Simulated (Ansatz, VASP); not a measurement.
# BN: VASP beside Ansatz

```
B N
1.0
     0.00000    1.81300    1.81300
     1.81300    0.00000    1.81300
     1.81300    1.81300    0.00000
B N
1 1
Direct
  0.00000 0.00000 0.96100
  0.75000 0.75000 0.75000
```

Change from the starting cell: all B atoms moved -0.100 Å, as atom 1 along Cartesian [1 1 0].

Alike in both runs: task single point; functional PBE; k mesh 12 × 12 × 12; occupations gaussian, width 0.05 eV; no spin polarisation.

```csv
,VASP,Ansatz
version,VASP 6.6.1,Ansatz 0.2.0
potentials or method,"VASP PAW PBE potentials, release 64 (B, N)","scalar-relativistic, plane waves, PAW"
plane-wave cutoff (eV),520,420
valence electrons in the cell,8,8
```

|  | VASP | Ansatz | Ansatz less VASP |
| --- | --- | --- | --- |
| gap on the k mesh at the Fermi level (eV) | 3.54 | 3.55 | +0.012 |
| least direct gap on the mesh (eV) | 7.44 | 7.44 | +0.006 |
| pressure (GPa) | 2.7 | 2.5 | -0.21 |
| largest component of the traceless stress (GPa) | 3.10 | 3.11 | +0.008 |
| rms of the force components (eV/Å) | 1.391 | 1.385 | -0.0062 |

Atom by atom the forces differ by 0.006 eV/Å (rms over components).

Caveats: forces of over 1 eV/Å show positions far from the minimum, so gaps and moduli don't describe the material at rest. A k mesh can miss the band edges.
